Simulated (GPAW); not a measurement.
Hf:

```
Hf
1.0
     3.19670    0.00000    0.00000
    -1.59835    2.76842    0.00000
     0.00000    0.00000    5.05780
Hf
2
Cartesian
  1.5984 0.9228 3.7934
  0.0000 1.8456 1.2645
```

* Program: GPAW 26.7.0
* Task: relaxation of cell and atoms
* Functional: PBEsol
* Dispersion: D3(BJ)
* Potentials or basis: PAW data sets generated in the run's folder for this functional
* Cutoff: 600 eV
* Basis: pw
* k mesh: 8 × 8 × 5
* Occupations: fermi-dirac, width 0.05 eV
* Spin: no spin polarisation

At the start: pressure -7.0 GPa; volume 22.38 Å³/atom.

Where does the relaxation end?

Over 5 steps the energy falls by 30.7 meV/atom and the volume is 21.01 Å³/atom (-6.1 %); space group P6_3/mmc (No. 194, to 0.05 Å).

Step by step:
```tsv
step	energy change (eV)	largest force (eV/Å)	pressure (GPa)	volume (Å³)
1	0.0000	0.0000	-6.96	44.76
2	-0.0337	0.0000	-4.84	43.84
3	-0.0613	0.0000	0.25	41.92
4	-0.0614	0.0000	-0.01	42.01
5	-0.0614	0.0000	-0.03	42.02
```

Final structure:
```xyz
2
Lattice="3.1301 0.0000 0.0000 -1.5650 2.7107 0.0000 0.0000 0.0000 4.9522" Properties=species:S:1:pos:R:3 pbc="T T T"
Hf    1.5650    0.9036    3.7141
Hf    0.0000    1.8072    1.2381
```

Caveat: later steps reuse the first step's grids; pairwise dispersion overbinds metals, which lowers pressure and volume.
